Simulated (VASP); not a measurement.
Wanted: the native input for a VASP 6.6.1 run.

* Task: relaxation of cell and atoms
* Functional: SCAN
* Potentials or basis: VASP PAW PBE potentials, release 64 (Al)
* Cutoff: 600 eV
* k mesh: 11 × 11 × 11
* Occupations: fermi-dirac, width 0.05 eV
* Spin: no spin polarisation
* Further INCAR settings: ALGO = Normal; EDIFF = 1e-07; IBRION = 2; EDIFFG = -0.01; NSW = 60; ISIF = 3

The structure of Al lies in POSCAR:

```
Al
1.0
    0.0000000000      2.0248050000      2.0248050000
    2.0248050000      0.0000000000      2.0248050000
    2.0248050000      2.0248050000      0.0000000000
Al
1
Direct
    0.0000000000      0.0000000000      0.0000000000
```

These files were run (other wordings do the same):

INCAR

```
PREC = Accurate
ENCUT = 600
EDIFF = 1E-7
ISMEAR = -1
SIGMA = 0.05
LREAL = False
LASPH = True
NELM = 100
ALGO = Normal
ISIF = 3
LWAVE = False
LCHARG = False
METAGGA = SCAN
LMIXTAU = True
IBRION = 2
NSW = 60
EDIFFG = -0.01
```

KPOINTS

```
Automatic mesh
0
Gamma
  11 11 11
```

Potentials or basis: VASP PAW PBE potentials, release 64 (Al).

Run with:

```console
$ cat potpaw_PBE.64/Al/POTCAR > POTCAR
$ mpirun -np 1 vasp_std > vasp.out
```

It gave:

```json
{
  "Relaxed volume": "16.11 Å³/atom",
  "Relaxed cell": "a = 2.835 Å, b = 2.835 Å, c = 2.835 Å, α = 60.00°, β = 60.00°, γ = 60.00°",
  "Space group after relaxing (to 0.05 Å)": "Fm-3m (No. 225)",
  "Energy gained by relaxing": "3.6 meV/atom",
  "Ionic steps": "3",
  "Pressure after relaxing": "0.0 GPa",
  "Band gap on the k mesh": "none (metal or under the smearing width)"
}
```

Caveat: the PAW data sets were made with another functional, which shifts forces and pressure a little.

Run time: 49 s on 1 thread of Intel(R) Xeon(R) Platinum 8488C (Sapphire Rapids) (shared host), peak memory 0.13 GiB.
